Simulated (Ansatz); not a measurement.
# CdSe (P6_3mc) under several functionals

**Experimental background.**

“Quantitative size-dependent structure and strain determination of CdSe nanoparticles using atomic pair distribution function analysis”, 2007, arxiv:0704.1288 reports, for a powder of CdSe at 300 K: lattice constant a 4.3014 ± 0.0004 Å; lattice constant c 7.0146 ± 0.0009 Å.

Plane-wave DFT in Ansatz with scalar-relativistic PAW potentials. The same structure was relaxed (cell and atoms, symmetry kept) in separate runs at each level. No spin polarisation.

How do the levels LDA, PBE, PBE+D3(BJ), PBEsol, r2SCAN compare?

```csv
level,cutoff (eV),k mesh,V (Å³/atom),a (Å),c (Å),gap (eV),B0 (GPa)
LDA,420,12×12×6,27.127,4.248,6.944,0.46,–
PBEsol,420,12×12×6,28.124,4.301,7.022,0.54,–
PBE+D3(BJ),420,12×12×6,28.560,4.321,7.065,0.63,–
r2SCAN,500,6×6×4,28.866,4.341,7.076,1.10,51
PBE,420,12×12×6,29.758,4.383,7.154,0.54,45
```

The usual order of volumes, LDA < PBEsol < PBE, holds here (27.127, 28.124, 29.758 Å³/atom). As a rule LDA overbinds; PBEsol, built on the gradient expansion of slowly varying densities, lies between LDA and PBE; PBE's stronger gradient term for exchange weakens bonds. Adding D3 to PBE changes the volume by -4.0 %; the term is attractive, so it pulls cells in. r2SCAN lies 3.0 % under PBE in volume. B0 goes from 51.4 to 44.5 GPa as the volume grows by 3.1 %; on one curve with B' = 4.6 the volume alone, B ∝ V^(−B'), would give 44.7 GPa, and the rest of the difference is the functional's own stiffness. Each gap belongs to its own cell, so it mixes the functional's effect with that of the volume; gaps are the least found on the k mesh or on a band path.

For PBE: Measured lattice constant a of CdSe: 4.3014 Å (300 K; powder; “Quantitative size-dependent structure and strain determination of CdSe nanoparticles using atomic pair distribution function analysis”, 2007, arxiv:0704.1288). This calculation gives 4.383 Å (+1.9 %). Measured lattice constant c of CdSe: 7.0146 Å (300 K; powder; “Quantitative size-dependent structure and strain determination of CdSe nanoparticles using atomic pair distribution function analysis”, 2007, arxiv:0704.1288). This calculation gives 7.154 Å (+2.0 %). The calculations are for 0 K without zero-point motion.